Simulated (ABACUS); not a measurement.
# Si (Fd-3m) in ABACUS: settings compared, part 2 of 2

ABACUS 3.10.1.

## Step 4: Single point, BP86

INPUT reads:

```
INPUT_PARAMETERS
suffix              Si
calculation         scf
basis_type          pw
pseudo_dir          ./
symmetry            1
dft_functional      GGA_X_B88+GGA_C_P86
ecutwfc             40
pseudo_rcut         10
nspin               1
nbands              14
ks_solver           dav
smearing_method     fd
smearing_sigma      0.00367493
scf_thr             1e-08
scf_nmax            100
mixing_type         broyden
mixing_beta         0.7
cal_force           1
cal_stress          1
ecutrho             320
out_chg             1
kpar                4
```

STRU reads:

```
ATOMIC_SPECIES
Si 28.0850 si_pbe_v1.uspp.F.UPF

LATTICE_CONSTANT
7.2740828278

LATTICE_VECTORS
0.0000000000 0.7071067812 0.7071067812
0.7071067812 0.0000000000 0.7071067812
0.7071067812 0.7071067812 0.0000000000

ATOMIC_POSITIONS
Cartesian

Si
0.0
2
0.7071067812 0.7071067812 0.7071067812 1 1 1
1.0606601718 1.0606601718 1.0606601718 1 1 1
```

KPT reads:

```
K_POINTS
0
Gamma
6 6 6 0 0 0
```

Potentials or basis: GBRV ultrasoft 1.5 PBE, plane waves.

Launch:

```
$ OMP_NUM_THREADS=1 mpirun -np 4 abacus > log
```

running log:

```text
ABACUS v3.10.1

               Atomic-orbital Based Ab-initio Computation at UStc

 ------------------------------------------------------------------------------------

 READING GENERAL INFORMATION
                           global_out_dir = OUT.Si/
                           global_in_card = INPUT
                               pseudo_dir = ./
                              orbital_dir =
                                    DSIZE = 4
                                    GSIZE = 1

 READING UNITCELL INFORMATION
                                    ntype = 1
                  lattice constant (Bohr) = 7.27408
              lattice constant (Angstrom) = 3.84928

 READING ATOM TYPE 1
                               atom label = Si
                      L=0, number of zeta = 1
                      L=1, number of zeta = 1
                      L=2, number of zeta = 1
             number of atom for this type = 2

                        TOTAL ATOM NUMBER = 2
CARTESIAN COORDINATES ( UNIT =       7.274082827800 Bohr ).
    atom                   x                   y                   z     mag                  vx                  vy                  vz
tauc_Si1            0.7071067812        0.7071067812        0.7071067812  0.0000        0.0000000000        0.0000000000        0.0000000000
tauc_Si2            1.0606601718        1.0606601718        1.0606601718  0.0000        0.0000000000        0.0000000000        0.0000000000

                          Volume (Bohr^3) = 272.157
                             Volume (A^3) = 40.3295

 Lattice vectors: (Cartesian coordinate: in unit of a_0)
                   +0           +0.707107           +0.707107
            +0.707107                  +0           +0.707107
            +0.707107           +0.707107                  +0
 Reciprocal vectors: (Cartesian coordinate: in unit of 2 pi/a_0)
            -0.707107           +0.707107           +0.707107
            +0.707107           -0.707107           +0.707107
            +0.707107           +0.707107           -0.707107
 The esolver type has been set to : ksdft_pw

                PAO radial cut off (Bohr) = 10
[... 205 lines left out ...]
----------------------------------------------------------
     Energy           Rydberg                 eV
----------------------------------------------------------
 E_KohnSham     -19.2778578838       -262.2887124540
 E_Harris       -19.0653139813       -259.3969043041
 E_Fermi        0.4439230295         6.0398826753
----------------------------------------------------------
[... 51 lines left out ...]
 Density error is 1.40242521631e-10
                          Error Threshold = 9.34030722251e-10
----------------------------------------------------------
     Energy           Rydberg                 eV
----------------------------------------------------------
 E_KohnSham     -19.2793362601       -262.3088267960
 E_KS(sigma->0) -19.2793355456       -262.3088170736
 E_Harris       -19.2793297699       -262.3087384911
 E_band         0.6180453554         8.4089384558
 E_one_elec     5.0460285159         68.6547400872
 E_Hartree      1.1432691360         15.5549745977
 E_xc           -8.7119734633        -118.5324799253
 E_Ewald        -16.7566590197       -227.9860421107
 E_entropy(-TS) -0.0000014292        -0.0000194448
 E_descf        0.0000000000         0.0000000000
 E_exx          0.0000000000         0.0000000000
 E_Fermi        0.4727713412         6.4323840917
----------------------------------------------------------

 charge density convergence is achieved
 final etot is -262.3088268 eV
 EFERMI = 6.4323840917 eV

 STATE ENERGY(eV) AND OCCUPATIONS    NSPIN == 1
 1/4 kpoint (Cartesian) = 0.0000 0.0000 0.0000 (1211 pws)
       1       -5.81651     0.00925926
       2        6.07530     0.00925194
       3        6.07530     0.00925194
       4        6.07530     0.00925194
       5        8.67595    3.01416e-22
       6        8.67595    3.01416e-22
       7        8.67595    3.01416e-22
       8        9.33035    6.23926e-28
       9        13.8523    3.29489e-67
      10        13.8523    3.29489e-67
      11        14.0568    5.51808e-69
      12        17.3608        0.00000
      13        17.3608        0.00000
      14        17.3608        0.00000
[... 35 lines left out ...]
       2      -0.834086      0.0370370
       3        4.89181      0.0370370
       4        4.89181      0.0370370
       5        7.60283    2.52512e-12
       6        9.46878    1.56622e-28
       7        9.46878    1.56622e-28
       8        13.8662    9.99148e-67
       9        16.6413        0.00000
      10        16.6413        0.00000
      11        17.3798        0.00000
      12        17.4110        0.00000
      13        17.4110        0.00000
      14        18.9868        0.00000

------------------------------------------------------------------------------------------
 TOTAL-FORCE (eV/Angstrom)
------------------------------------------------------------------------------------------
                       Si1         0.0000000000         0.0000000000         0.0000000000
                       Si2         0.0000000000         0.0000000000         0.0000000000
------------------------------------------------------------------------------------------

----------------------------------------------------------------
 TOTAL-STRESS (KBAR)
----------------------------------------------------------------
        20.7612169663         0.0000000000        -0.0000000000
         0.0000000000        20.7612169663        -0.0000000000
         0.0000000000         0.0000000000        20.7612169663
----------------------------------------------------------------
 TOTAL-PRESSURE: 20.761217 KBAR

 --------------------------------------------
 !FINAL_ETOT_IS -262.3088267959926156 eV
 --------------------------------------------
```

stdout:

```text
ABACUS v3.10.1

               Atomic-orbital Based Ab-initio Computation at UStc

 dft_functional readin is: GGA_X_B88+GGA_C_P86
 dft_functional in pseudopot file is: PBE
 Please make sure this is what you need
 UNIFORM GRID DIM        : 30 * 30 * 30
[... 27 lines left out ...]
 DA6     -2.62308827e+02  -1.31585273e-07   1.4024e-10   0.68
----------------------------------------------------------------
 TOTAL-STRESS (KBAR)
----------------------------------------------------------------
        20.7612169663         0.0000000000        -0.0000000000
         0.0000000000        20.7612169663        -0.0000000000
         0.0000000000         0.0000000000        20.7612169663
----------------------------------------------------------------
 TOTAL-PRESSURE: 20.761217 KBAR
```

Wall time 11 s (4 MPI ranks of Intel Xeon Platinum 8259CL at 2.50GHz (Skylake/Cascade Lake), shared host); peak memory 0.6 GiB.

Results:

- Free energy: -262.3088 eV
- Pressure: 2.1 GPa
- Band gap on the k mesh: 0.78 eV, indirect (least direct gap 2.60 eV)

Caveat: the potentials were made for another functional, which shifts forces and pressure. A k mesh can miss the band edges.

## Step 5: Overview

| level | potentials or basis | cutoff (eV) | gap on the mesh (eV) | pressure (GPa) |
| --- | --- | --- | --- | --- |
| WC | PseudoDojo NC SR 0.4 PBEsol stringent, plane waves | 490 | 0.61 | -0.5 |
| SOGGA | PseudoDojo NC SR 0.4.1 PBEsol standard, plane waves | 490 | 0.54 | -1.5 |
| BP86 | GBRV ultrasoft 1.5 PBE, plane waves | 544 | 0.78 | 2.1 |

Alike in all rows: task single point; no spin polarisation; cell as given; k mesh 6 × 6 × 6; smearing fermi-dirac 0.05 eV.

Caveats: the potentials were made for another functional, which shifts forces and pressure.

Total energies depend on the potentials used, so only differences within one code and one set of settings carry meaning.
